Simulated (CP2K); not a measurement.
HfC:

```
Hf C
1.0
     3.28805    0.00000    0.00000
     1.64402    2.84753    0.00000
     1.64402    0.94918    2.68468
Hf C
1 1
Direct
  0.50000 0.50000 0.50000
  0.00000 0.00000 0.00000
```

Base run:

* Program: CP2K 2026.2
* Functional: PBEsol
* Dispersion: D3(BJ)
* Potentials or basis: POTENTIAL_UZH Hf GTH-PBE-q12, C GTH-PBE-q4; TZVP-MOLOPT-PBE-GTH basis
* Density cutoff: 6123 eV
* k mesh: 10 × 10 × 10
* Occupations: fermi-dirac, width 0.05 eV
* Spin: no spin polarisation

Its results: band gap on the k mesh none (metal or under the smearing width); pressure -11.2 GPa.

Task: After a change of settings the same cell gave: band gap on the k mesh none (metal or under the smearing width); pressure -6.5 GPa. Which change was it?
A. dispersion from D3(BJ) to D3(BJ)+ATM
B. dispersion from D3(BJ) to D3
C. dispersion from D3(BJ) to none
D. dispersion from D3(BJ) to D4

Result: C.

Dispersion adds attraction, which lowers the pressure at fixed volume and, as a term added to the energy, leaves the levels alone.

Caveats: the potentials were made for another functional, which shifts forces and pressure; the basis of atomic orbitals isn't converged, which shifts pressures, moduli and gaps; pairwise dispersion overbinds metals, which lowers pressure and volume (some runs).
